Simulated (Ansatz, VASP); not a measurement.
## Two plane-wave programs on Au

```xyz
1
Lattice="0.0000 2.0440 2.0440 2.0440 0.0000 2.0440 2.0440 2.0440 0.0000" Properties=species:S:1:pos:R:3 pbc="T T T"
Au    0.0000    0.0000    0.0000
```

Alike in both runs: functional PBEsol; k mesh 8 × 8 × 8; occupations gaussian, width 0.1 eV; no spin polarisation.

Ansatz relaxed the structure, and its values are those at the end. VASP's run is a single point on that final structure, the one shown.

```csv
,VASP,Ansatz
version,VASP 6.6.1,Ansatz 0.2.0
potentials or method,"VASP PAW PBE potentials, release 64 (Au)","scalar-relativistic, plane waves, PAW"
plane-wave cutoff (eV),520,420
valence electrons in the cell,11,19
```

Ansatz gave:

```
gap on the k mesh at the Fermi level (eV) : none
pressure (GPa)                            : 0.3
```

Task: Which values does VASP return?

Result: gap on the k mesh at the Fermi level (eV): none; pressure (GPa): 0.1.

A gap of «none» marks a metal or a gap that the smearing closes. With one functional, cell and mesh, what is left measures potentials, basis and numerics. The two sets of potentials don't hold the same shells in valence.

Caveats: the PAW data sets were made with another functional, which shifts forces and pressure a little (VASP). The runs have no spin-orbit coupling, so splittings on Au are missing.
